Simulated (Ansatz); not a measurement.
Crystal: Hf.

```xyz
3
Lattice="4.9623 0.0000 0.0000 -2.4812 4.2975 0.0000 0.0000 0.0000 3.0862" Properties=species:S:1:pos:R:3 pbc="T T T"
Hf    0.0000    0.0000    0.0000
Hf    0.0000    2.8650    1.5431
Hf    2.4812    1.4325    1.5431
```

This isn't the form of Hf at room conditions, which is hcp.

```yaml
Program: Ansatz 0.2.0
Task: relaxation of cell and atoms
Functional: PBEsol
Dispersion: D3(BJ)
Potentials_or_basis: Ansatz PAW
Cutoff: "420 eV (not typed: the program's choice for these potentials)"
k_mesh: 6 × 6 × 9
Occupations: fermi-dirac, width 0.05 eV
Spin: no spin polarisation
```

At the start: volume 21.94 Å³/atom.

Q: Where does the relaxation end?

A: It ends after 4 steps and the volume is 20.66 Å³/atom (-5.8 %); space group P6/mmm (No. 191, to 0.05 Å).

Step by step:
| step | energy change (eV) | largest force (eV/Å) | volume (Å³) |
| --- | --- | --- | --- |
| 1 | 0.0000 | 0.0000 | 65.82 |
| 2 | -0.0823 | 0.0000 | 62.33 |
| 3 | -0.0832 | 0.0000 | 61.98 |
| 4 | -0.0822 | 0.0000 | 61.98 |

Final structure:
```
Hf
1.0
     4.85862    0.00000    0.00000
    -2.42931    4.20768    0.00000
     0.00000    0.00000    3.03162
Hf
3
Direct
  0.00000 0.00000 0.00000
  0.33333 0.66667 0.50000
  0.66667 0.33333 0.50000
```

Caveat: the plane-wave basis is chosen anew once the cell has moved, so the energies of steps on either side of that aren't comparable; pairwise dispersion overbinds metals, which lowers pressure and volume; the PAW data sets come from PBE, with cores solved anew for the run's functional, which leaves a small shift of forces and pressure.
